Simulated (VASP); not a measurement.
**Input and output of a VASP PBE single-point calculation on ZnO (strained rocksalt)**

INCAR

```
NELM = 120
ENCUT = 520
IBRION = -1
LREAL = .FALSE.
GGA = PE
EDIFF = 1E-7
NBANDS = 16
LCHARG = .FALSE.
ISIF = 2
SIGMA = 0.02
ISMEAR = -1
NSW = 0
PREC = Accurate
LWAVE = .FALSE.
LASPH = .TRUE.
```

KPOINTS

```
KPOINTS created by Atomic Simulation Environment
0
Gamma
10 10 10
0 0 0
```

KPOINTS_OPT

```
special points
6
Reciprocal
0.0000000000 0.0000000000 0.0000000000 1
0.5000000000 0.0000000000 0.5000000000 1
0.6250000000 0.2500000000 0.6250000000 1
0.3750000000 0.3750000000 0.7500000000 1
0.5000000000 0.5000000000 0.5000000000 1
0.5000000000 0.2500000000 0.7500000000 1
```

POSCAR

```
Zn O
 1.0000000000000000
     0.0000000000000000    2.0697572748000002    2.0697572748000002
     2.0697572748000002    0.0000000000000000    2.0697572748000002
     2.0697572748000002    2.0697572748000002    0.0000000000000000
 Zn  O
   1   1
Cartesian
  0.0000000000000000  0.0000000000000000  0.0000000000000000
  2.0697572748000006  2.0697572748000006  2.0697572748000006
```

VASP ran with the recommended PBE PAW datasets (18 valence electrons in the cell).

Command

```
mpirun -np 1 vasp_std
```

From OUTCAR

```
k-points           NKPTS =     47   k-points in BZ     NKDIM =     47   number of bands    NBANDS=     16

   NELECT =      18.0000    total number of electrons

   dimension x,y,z NGX =    24 NGY =   24 NGZ =   24
   dimension x,y,z NGXF=    48 NGYF=   48 NGZF=   48

  energy-cutoff  :      520.00
  volume of cell :       17.73
      direct lattice vectors                 reciprocal lattice vectors
     0.000000000  2.069757275  2.069757275    -0.241574220  0.241574220  0.241574220
     2.069757275  0.000000000  2.069757275     0.241574220 -0.241574220  0.241574220
     2.069757275  2.069757275  0.000000000     0.241574220  0.241574220 -0.241574220

 k-points in reciprocal lattice and weights: KPOINTS created by Atomic Simulation Env
   0.00000000  0.00000000  0.00000000       0.001
   0.10000000  0.00000000  0.00000000       0.008
   0.20000000  0.00000000  0.00000000       0.008
   0.30000000  0.00000000  0.00000000       0.008
   0.40000000  0.00000000  0.00000000       0.008
   0.50000000  0.00000000  0.00000000       0.004
   0.10000000  0.10000000  0.00000000       0.006
   0.20000000  0.10000000  0.00000000       0.024
   ...

 E-fermi :   4.3334

 k-point     1 :       0.0000    0.0000    0.0000
  band No.  band energies     occupation
      1     -15.7570      2.00000
      2      -1.2340      2.00000
      3      -1.2340      2.00000
      4      -1.2340      2.00000
      5      -0.9676      2.00000
      6      -0.9676      2.00000
      7       2.0707      2.00000
      8       2.0707      2.00000
      9       2.0707      2.00000
     10       5.2155      0.00000
     11      22.4122      0.00000
     12      22.4122      0.00000
     13      22.4122      0.00000
     14      22.4683      0.00000
     15      24.6930      0.00000
     16      24.6930      0.00000

 k-point     2 :       0.1000    0.0000    0.0000
  band No.  band energies     occupation
      1     -15.6249      2.00000
      2      -1.3548      2.00000
      3      -1.2688      2.00000
      4      -1.2688      2.00000
      5      -1.0900      2.00000
      6      -1.0900      2.00000
      7       1.2948      2.00000
      8       2.2970      2.00000
      9       2.2970      2.00000
     10       6.1089      0.00000
     11      19.4485      0.00000
     12      21.8516      0.00000
     13      21.8516      0.00000
     14      23.5786      0.00000
     15      24.4613      0.00000
     16      24.4613      0.00000

 k-point     3 :       0.2000    0.0000    0.0000
  band No.  band energies     occupation
      1     -15.2580      2.00000
      2      -1.9445      2.00000
      3      -1.6513      2.00000
      4      -1.6513      2.00000
      5      -1.0230      2.00000
      6      -1.0230      2.00000
      7       0.3496      2.00000
      8       2.7998      2.00000
      9       2.7998      2.00000
     10       7.6028      0.00000
     11      16.7835      0.00000
     12      20.2587      0.00000
     13      20.2587      0.00000
     14      23.5613      0.00000
     15      25.0995      0.00000
     16      25.0995      0.00000

 k-point     4 :       0.3000    0.0000    0.0000
  band No.  band energies     occupation
      1     -14.7501      2.00000
      2      -3.0689      2.00000
      3      -2.0776      2.00000
      4      -2.0776      2.00000
      5      -0.8756      2.00000
      6      -0.8756      2.00000
      7       0.0741      2.00000
      8       3.3255      2.00000
      9       3.3255      2.00000
     10       8.8078      0.00000
     11      14.8947      0.00000
     12      18.6579      0.00000
     13      18.6579      0.00000
     14      23.6643      0.00000
     15      26.5680      0.00000
     16      26.5680      0.00000

 k-point     5 :       0.4000    0.0000    0.0000
  band No.  band energies     occupation
      1     -14.2784      2.00000
      2      -4.0750      2.00000
      3      -2.3740      2.00000
      4      -2.3740      2.00000
      5      -0.7503      2.00000
      6      -0.7503      2.00000
      7       0.0993      2.00000
      8       3.7115      2.00000
      9       3.7115      2.00000
     10       9.3416      0.00000
     11      14.0092      0.00000
     12      17.5604      0.00000
     13      17.5604      0.00000
     14      23.9846      0.00000
     15      28.4823      0.00000
     16      28.4823      0.00000

 k-point     6 :       0.5000    0.0000    0.0000
  band No.  band energies     occupation
      1     -14.0789      2.00000
      2      -4.4705      2.00000
      3      -2.4786      2.00000
      4      -2.4786      2.00000
      5      -0.7015      2.00000
      6      -0.7015      2.00000
      7       0.1363      2.00000
      8       3.8537      2.00000
      9       3.8537      2.00000
     10       9.4074      0.00000
     11      13.8355      0.00000
     12      17.1716      0.00000
     13      17.1716      0.00000
     14      24.2027      0.00000
     15      29.7941      0.00000
     16      29.7941      0.00000

 k-point     7 :       0.1000    0.1000    0.0000
  band No.  band energies     occupation
      1     -15.5831      2.00000
      2      -1.4617      2.00000
      3      -1.2868      2.00000
      4      -1.2486      2.00000
      5      -1.2486      2.00000
      6      -0.9437      2.00000
      7       1.6681      2.00000
      8       2.0247      2.00000
      9       2.0247      2.00000
     10       6.4310      0.00000
     11      19.7146      0.00000
     12      21.2440      0.00000
     13      21.2440      0.00000
     14      21.6379      0.00000
     15      25.9145      0.00000
     16      26.7348      0.00000

 k-point     8 :       0.2000    0.1000    0.0000
  band No.  band energies     occupation
      1     -15.3006      2.00000
      2      -2.0225      2.00000
      3      -1.5092      2.00000
      4      -1.3896      2.00000
      5      -1.1633      2.00000
      6      -0.9336      2.00000
      7       0.7938      2.00000
      8       2.1874      2.00000
      9       2.5576      2.00000
     10       7.6800      0.00000
     11      17.5689      0.00000
     12      19.3245      0.00000
     13      20.3786      0.00000
     14      22.0257      0.00000
     15      26.1943      0.00000
     16      27.4095      0.00000

 k-point     9 :       0.3000    0.1000    0.0000
  band No.  band energies     occupation
      1     -14.8474      2.00000
      2      -2.8013      2.00000
      3      -1.9694      2.00000
      4      -1.7782      2.00000
      5      -1.0231      2.00000
      6      -0.8267      2.00000
      7       0.2170      2.00000
      8       2.6306      2.00000
      9       3.1025      2.00000
     10       8.9585      0.00000
     11      15.3833      0.00000
     12      17.8080      0.00000
     13      19.2240      0.00000
     14      23.1746      0.00000
     15      26.3583      0.00000
     16      28.1728      0.00000

 k-point    10 :       0.4000    0.1000    0.0000
  band No.  band energies     occupation
      1     -14.3669      2.00000
      2      -3.7001      2.00000
      3      -2.3375      2.00000
      4      -2.1559      2.00000
      5      -0.8660      2.00000
      6      -0.7211      2.00000
      7       0.0997      2.00000
      8       3.1434      2.00000
      9       3.3822      2.00000
     10       9.7932      0.00000
     11      14.0049      0.00000
     12      16.8810      0.00000
     13      18.1543      0.00000
     14      24.3054      0.00000
     15      27.0817      0.00000
     16      29.5003      0.00000

 k-point    11 :       0.5000    0.1000    0.0000
  band No.  band energies     occupation
      1     -14.0718      2.00000
      2      -4.2521      2.00000
      3      -2.4715      2.00000
      4      -2.3873      2.00000
      5      -0.7437      2.00000
      6      -0.6900      2.00000
      7       0.1153      2.00000
      8       3.3517      2.00000
      9       3.5763      2.00000
     10      10.0528      0.00000
     11      13.5263      0.00000
     12      16.5114      0.00000
     13      17.5188      0.00000
     14      25.2193      0.00000
     15      27.9026      0.00000
     16      29.9473      0.00000

 k-point    12 :      -0.4000    0.1000    0.0000
  band No.  band energies     occupation
      1     -14.1342      2.00000
      2      -4.1437      2.00000
      3      -2.4251      2.00000
      4      -2.3774      2.00000
      5      -0.7538      2.00000
      6      -0.7040      2.00000
      7       0.1192      2.00000
      8       3.0701      2.00000
      9       3.8021      2.00000
     10      10.0217      0.00000
     11      13.6452      0.00000
     12      16.5844      0.00000
     13      17.5328      0.00000
     14      25.4670      0.00000
     15      28.0447      0.00000
     16      28.4759      0.00000

 ...

  Total        3.5568367      3.5568367      3.5568367      0.0000000      0.0000000      0.0000000
  in kB      321.3558864    321.3558864    321.3558864      0.0000000      0.0000000      0.0000000
  external PRESSURE =     321.3558864 kB  Pullay stress =       0.0000000 kB

 POSITION                                       TOTAL-FORCE (eV/Angst)
 -----------------------------------------------------------------------------------
      0.00000      0.00000      0.00000        -0.000000      0.000000     -0.000000
      2.06976      2.06976      2.06976         0.000000     -0.000000      0.000000
 -----------------------------------------------------------------------------------
    total drift:                                0.000000     -0.000000     -0.000000

  FREE ENERGIE OF THE ION-ELECTRON SYSTEM (eV)
  ---------------------------------------------------
  free  energy   TOTEN  =        -8.3933799147 eV

  energy  without entropy=       -8.3933799147  energy(sigma->0) =       -8.39337991
```

| Property | Result |
| --- | --- |
| gap between bands v and c | 1.36 eV |
| least direct gap | 3.14 eV |
| pressure | 32.1 GPa |

Band v is the last that the valence electrons fill when counted band by band, and c is the next.

The run took about 5.9 s on one core of a shared host (Intel Xeon 6975P-C) and held 0.15 GiB at most.
